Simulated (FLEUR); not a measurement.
# KTaO3 (Pm-3m) in FLEUR: further runs, part 2 of 2

FLEUR MaX-R8.1 (later development tree). The steps go on from the part before.

## Step 3: Equation of state, PBEsol, 11.93 Å³/atom (volume scaled by 0.94)

Changes to inp.xml since step 2:

```diff
@@ -6,3 +6,3 @@
    <calculationSetup>
-      <cutoffs Kmax="5.41" Gmax="16.8" GmaxXC="16.8" numbands="0"/>
+      <cutoffs Kmax="5.58" Gmax="17.3" GmaxXC="17.3" numbands="0"/>
       <scfLoop itmax="60" minDistance="0.00001" maxIterBroyd="15" imix="Anderson" alpha="0.05" precondParam="0.0" spinf="2.0" sdNocoIR="T"/>
@@ -24,3 +24,3 @@
       <xi:include xmlns:xi="http://www.w3.org/2001/XInclude" href="sym.xml"> </xi:include>
-      <bulkLattice scale="1.0">
+      <bulkLattice scale="0.9795861087">
          <bravaisMatrix>
@@ -34,3 +34,3 @@
       <species name="Tantalum (Ta)" element="Ta" atomicNumber="73">
-         <mtSphere radius="2.16" gridPoints="715" logIncrement="0.018"/>
+         <mtSphere radius="2.09" gridPoints="715" logIncrement="0.018"/>
          <atomicCutoffs lmax="9" lnonsphr="7"/>
@@ -64,3 +64,3 @@
       <species name="Oxygen (O)" element="O" atomicNumber="8">
-         <mtSphere radius="1.33" gridPoints="441" logIncrement="0.024"/>
+         <mtSphere radius="1.29" gridPoints="441" logIncrement="0.024"/>
          <atomicCutoffs lmax="8" lnonsphr="6"/>
```

Potentials or basis: all-electron, FLAPW.

Run with:

```console
$ inpgen -f crystal.txt -profile fastHighL
$ # inp.xml edited to the form shown
$ fleur_MPI
```

Wall time 4.9 min (1 thread of Arm Neoverse V2, shared host); peak memory 0.13 GiB.

The run converged. Its results:

```
Free energy                                           : -447576.2166 eV
Band gap on the k mesh                                : 2.32 eV, indirect (least direct gap 2.82 eV)
Valence electrons inside the program's atomic spheres : Ta 23.44; K 7.99; O 4.12 (radii Ta 2.09, K 2.66, O 1.29 bohr)
```

Caveat: the cutoff is high for the widest sphere, where the basis turns nearly dependent and energies can drift low; spin-orbit coupling is left out, which moves the levels of the heavy elements; an odd mesh through Γ misses points on the zone boundary, where band edges often lie.

## Step 4: Equation of state, PBEsol, 12.18 Å³/atom (volume scaled by 0.96)

Changes to inp.xml since step 3:

```diff
@@ -24,3 +24,3 @@
       <xi:include xmlns:xi="http://www.w3.org/2001/XInclude" href="sym.xml"> </xi:include>
-      <bulkLattice scale="0.9795861087">
+      <bulkLattice scale="0.9864848297">
          <bravaisMatrix>
```

Run with:

```console
$ inpgen -f crystal.txt -profile fastHighL
$ # inp.xml edited to the form shown
$ fleur_MPI
```

Wall time 4.9 min (1 thread of Arm Neoverse V2, shared host); peak memory 0.13 GiB.

Results (log left out):

- Free energy: -447576.3047 eV
- Band gap on the k mesh: 2.28 eV, indirect (least direct gap 2.80 eV)
- Valence electrons inside the program's atomic spheres: Ta 23.41; K 7.98; O 4.11 (radii Ta 2.09, K 2.66, O 1.29 bohr)

Caveat: the cutoff is high for the widest sphere, where the basis turns nearly dependent and energies can drift low; spin-orbit coupling is left out, which moves the levels of the heavy elements; an odd mesh through Γ misses points on the zone boundary, where band edges often lie.

## Step 5: Equation of state, PBEsol, 12.69 Å³/atom

Changes to inp.xml since step 4:

```diff
@@ -24,3 +24,3 @@
       <xi:include xmlns:xi="http://www.w3.org/2001/XInclude" href="sym.xml"> </xi:include>
-      <bulkLattice scale="0.9864848297">
+      <bulkLattice scale="1.0000000000">
          <bravaisMatrix>
```

Run with:

```console
$ inpgen -f crystal.txt -profile fastHighL
$ # inp.xml edited to the form shown
$ fleur_MPI
```

Wall time 5.3 min (1 thread of Arm Neoverse V2, shared host); peak memory 0.13 GiB.

Results (log left out):

```
Free energy                                           : -447576.3666 eV
Band gap on the k mesh                                : 2.20 eV, indirect (least direct gap 2.74 eV)
Valence electrons inside the program's atomic spheres : Ta 23.35; K 7.95; O 4.09 (radii Ta 2.09, K 2.66, O 1.29 bohr)
```

Caveat: the cutoff is high for the widest sphere, where the basis turns nearly dependent and energies can drift low; spin-orbit coupling is left out, which moves the levels of the heavy elements; an odd mesh through Γ misses points on the zone boundary, where band edges often lie.

## Step 6: Equation of state, PBEsol, 13.20 Å³/atom (volume scaled by 1.04)

Changes to inp.xml since step 5:

```diff
@@ -24,3 +24,3 @@
       <xi:include xmlns:xi="http://www.w3.org/2001/XInclude" href="sym.xml"> </xi:include>
-      <bulkLattice scale="1.0000000000">
+      <bulkLattice scale="1.0131594038">
          <bravaisMatrix>
```

Potentials or basis: all-electron, FLAPW.

Run with:

```console
$ inpgen -f crystal.txt -profile fastHighL
$ # inp.xml edited to the form shown
$ fleur_MPI
```

Wall time 5.6 min (1 thread of Arm Neoverse V2, shared host); peak memory 0.14 GiB.

Results (log left out):

```
Free energy                                           : -447576.3017 eV
Band gap on the k mesh                                : 2.11 eV, indirect (least direct gap 2.68 eV)
Valence electrons inside the program's atomic spheres : Ta 23.29; K 7.93; O 4.07 (radii Ta 2.09, K 2.66, O 1.29 bohr)
```

Caveat: the cutoff is high for the widest sphere, where the basis turns nearly dependent and energies can drift low; spin-orbit coupling is left out, which moves the levels of the heavy elements; an odd mesh through Γ misses points on the zone boundary, where band edges often lie.

## Step 7: Equation of state, PBEsol, 13.45 Å³/atom (volume scaled by 1.06)

Changes to inp.xml since step 6:

```diff
@@ -24,3 +24,3 @@
       <xi:include xmlns:xi="http://www.w3.org/2001/XInclude" href="sym.xml"> </xi:include>
-      <bulkLattice scale="1.0131594038">
+      <bulkLattice scale="1.0196128224">
          <bravaisMatrix>
```

Run with:

```console
$ inpgen -f crystal.txt -profile fastHighL
$ # inp.xml edited to the form shown
$ fleur_MPI
```

It took 5.8 min on 1 thread of Arm Neoverse V2, shared host; peak memory 0.15 GiB.

The run converged. Its results:

- Free energy: -447576.2294 eV
- Band gap on the k mesh: 2.07 eV, indirect (least direct gap 2.64 eV)
- Valence electrons inside the program's atomic spheres: Ta 23.27; K 7.92; O 4.07 (radii Ta 2.09, K 2.66, O 1.29 bohr)

Caveat: the cutoff is high for the widest sphere, where the basis turns nearly dependent and energies can drift low; spin-orbit coupling is left out, which moves the levels of the heavy elements; an odd mesh through Γ misses points on the zone boundary, where band edges often lie.

## Step 8: Equation of state, PBEsol

This step only gathers the single runs of the series.

Results:

```
Equilibrium volume                      : 12.66 Å³/atom
Bulk modulus                            : 201 GPa
Pressure derivative of the bulk modulus : 4.4 (rough: it moves with the points fitted)
```

Energy against volume, from the lowest point:
| volume (Å³/atom) | energy (meV/atom) |
| --- | --- |
| 11.927 | 29.99 |
| 12.180 | 12.37 |
| 12.688 | 0.00 |
| 13.196 | 12.98 |
| 13.449 | 27.43 |

Caveat: the cutoff is high for the widest sphere, where the basis turns nearly dependent and energies can drift low. The run has no spin-orbit coupling, so splittings on Ta are missing.

## Step 9: Band structure, PBEsol, spin-orbit coupling, no magnetisation

Changes to inp.xml since step 7:

```diff
@@ -6,3 +6,3 @@
    <calculationSetup>
-      <cutoffs Kmax="5.58" Gmax="17.3" GmaxXC="17.3" numbands="0"/>
+      <cutoffs Kmax="5.41" Gmax="16.8" GmaxXC="16.8" numbands="250"/>
       <scfLoop itmax="60" minDistance="0.00001" maxIterBroyd="15" imix="Anderson" alpha="0.05" precondParam="0.0" spinf="2.0" sdNocoIR="T"/>
@@ -11,3 +11,3 @@
       <magnetism jspins="1"/>
-      <soc l_soc="F" theta="0.0" phi="0.0" spav="F"/>
+      <soc l_soc="T" theta="0.0" phi="0.0" spav="F"/>
       <expertModes spex="0" secvar="F"/>
@@ -24,3 +24,3 @@
       <xi:include xmlns:xi="http://www.w3.org/2001/XInclude" href="sym.xml"> </xi:include>
-      <bulkLattice scale="1.0196128224">
+      <bulkLattice scale="1.0">
          <bravaisMatrix>
@@ -34,3 +34,3 @@
       <species name="Tantalum (Ta)" element="Ta" atomicNumber="73">
-         <mtSphere radius="2.09" gridPoints="715" logIncrement="0.018"/>
+         <mtSphere radius="2.16" gridPoints="715" logIncrement="0.018"/>
          <atomicCutoffs lmax="9" lnonsphr="7"/>
@@ -64,3 +64,3 @@
       <species name="Oxygen (O)" element="O" atomicNumber="8">
-         <mtSphere radius="1.29" gridPoints="441" logIncrement="0.024"/>
+         <mtSphere radius="1.33" gridPoints="441" logIncrement="0.024"/>
          <atomicCutoffs lmax="8" lnonsphr="6"/>
@@ -89,2 +89,5 @@
          <relPos label="                   3">.0000000000 .0000000000 1.000/2.000</relPos>
+         <force calculate="T" relaxXYZ="TTT"/>
+      </atomGroup>
+      <atomGroup species="Oxygen (O)">
          <relPos label="                   4">.0000000000 1.000/2.000 .0000000000</relPos>
```

Contents of crystal.txt:

```
KTaO3
&input cartesian=F /
3.9883000000  0.0000000000  0.0000000000
0.0000000000  3.9883000000  0.0000000000
0.0000000000  0.0000000000  3.9883000000
1.8897261246
1.0 1.0 1.0

5
73 0.0000000000  0.0000000000  0.0000000000
19 0.5000000000  0.5000000000  0.5000000000
8 0.0000000000  0.0000000000  0.5000000000
8 0.0000000000  0.5000000000  0.0000000000
8 0.5000000000  0.0000000000  0.0000000000

&soc 0.0 0.0 /
&kpt div1=5 div2=5 div3=5 gamma=T /
```

Changes to inp.xml (bands) since step 2:

```diff
@@ -6,3 +6,3 @@
    <calculationSetup>
-      <cutoffs Kmax="5.41" Gmax="16.8" GmaxXC="16.8" numbands="0"/>
+      <cutoffs Kmax="5.41" Gmax="16.8" GmaxXC="16.8" numbands="250"/>
       <scfLoop itmax="60" minDistance="0.00001" maxIterBroyd="15" imix="Anderson" alpha="0.05" precondParam="0.0" spinf="2.0" sdNocoIR="T"/>
@@ -11,3 +11,3 @@
       <magnetism jspins="1"/>
-      <soc l_soc="F" theta="0.0" phi="0.0" spav="F"/>
+      <soc l_soc="T" theta="0.0" phi="0.0" spav="F"/>
       <expertModes spex="0" secvar="F"/>
@@ -89,2 +89,5 @@
          <relPos label="                   3">.0000000000 .0000000000 1.000/2.000</relPos>
+         <force calculate="T" relaxXYZ="TTT"/>
+      </atomGroup>
+      <atomGroup species="Oxygen (O)">
          <relPos label="                   4">.0000000000 1.000/2.000 .0000000000</relPos>
```

Potentials or basis: all-electron, FLAPW.

Run with:

```console
$ inpgen -f crystal.txt -profile fastHighL
$ # inp.xml edited to the form shown
$ fleur_MPI
$ fleur_MPI   # second run, on inp.xml (bands)
```

Run time: 17 min. Hardware: 1 thread of Arm Neoverse V2, shared host; peak memory 0.37 GiB.

The run converged. Its results:

* Free energy: -447577.2765 eV
* Band gap on the k mesh: 2.08 eV, indirect (least direct gap 2.51 eV)
* Band gap along the path: 1.96 eV, indirect (least direct gap 2.51 eV)
* Valence electrons inside the program's atomic spheres: Ta 23.61; K 7.95; O 4.25 (radii Ta 2.16, K 2.66, O 1.33 bohr)

Levels at the corners of the path, in eV from the valence-band top:
```
point  band 50  band 51  band 52  band 53  band 54  band 55  band 56  band 57  band 58  band 59
    Γ    -0.71    -0.55    -0.55    -0.55    -0.55     1.96     1.96     1.96     1.96     2.37
    X    -1.54    -0.90    -0.90    -0.75    -0.75     2.25     2.25     4.86     4.86     5.13
    M    -1.43    -1.42    -1.42    -0.05    -0.05     4.88     4.88     5.14     5.14     6.37
    Γ    -0.71    -0.55    -0.55    -0.55    -0.55     1.96     1.96     1.96     1.96     2.37
    R    -0.02     0.00     0.00     0.00     0.00     6.31     6.31     6.31     6.31     6.79
    X    -1.54    -0.90    -0.90    -0.75    -0.75     2.25     2.25     4.86     4.86     5.13
    M    -1.43    -1.42    -1.42    -0.05    -0.05     4.88     4.88     5.14     5.14     6.37
    R    -0.02     0.00     0.00     0.00     0.00     6.31     6.31     6.31     6.31     6.79
```

Core levels (eV from the Fermi level):
| atom | levels |
| --- | --- |
| 1 Ta | 1s1/2 -67249.3, 2s1/2 -11542.3, 2p1/2 -11030.7, 2p3/2 -9761.1, 3s1/2 -2639.5, 3p1/2 -2412.3, 3p3/2 -2139.0, 4s1/2 -533.4, 3d3/2 -1755.3, 3d5/2 -1695.8, 4p1/2 -439.8, 4p3/2 -376.7, 4d3/2 -222.9, 4d5/2 -211.4 |
| 2 K | 1s1/2 -3508.3, 2s1/2 -344.3, 2p1/2 -273.3, 2p3/2 -270.4 |
| 3 O | 1s1/2 -502.0 |
| 4 O | 1s1/2 -502.0 |
| 5 O | 1s1/2 -502.0 |

Caveat: spin-orbit coupling is added in second variation on a limited number of bands; the mesh misses the band edges, which the band path finds closer together.

## Step 10: Overview

| task | spin | k mesh | gmax | muffin-tin radii | max iterations | mixing factor | mixer | kmax | gap on the mesh (eV) |
| --- | --- | --- | --- | --- | --- | --- | --- | --- | --- |
| band structure | off | 7 × 7 × 7 | 16.8 1/bohr | Ta 2.16, K 2.66, O 1.33 bohr | 60 | 0.05 | Anderson | 5.41 1/bohr | 2.20 |
| equation of state | off | 7 × 7 × 7 | 17.3 1/bohr | Ta 2.09, K 2.66, O 1.29 bohr | - | - | - | 5.58 1/bohr | - |
| band structure | SOC, no magnetisation | 5 × 5 × 5 | 16.8 1/bohr | Ta 2.16, K 2.66, O 1.33 bohr | 60 | 0.05 | Anderson | 5.41 1/bohr | 2.08 |

Alike in all rows: level PBEsol; potentials or basis all-electron, FLAPW; cell as given; smearing fermi-dirac 0.05 eV.

Caveats: spin-orbit coupling is left out, which moves the levels of the heavy elements (some runs); the cutoff is high for the widest sphere, where the basis turns nearly dependent and energies can drift low (some runs); spin-orbit coupling is added in second variation on a limited number of bands (some runs); the mesh misses the band edges, which the band path finds closer together (some runs).

Compare energies only between runs with the same functional and basis.
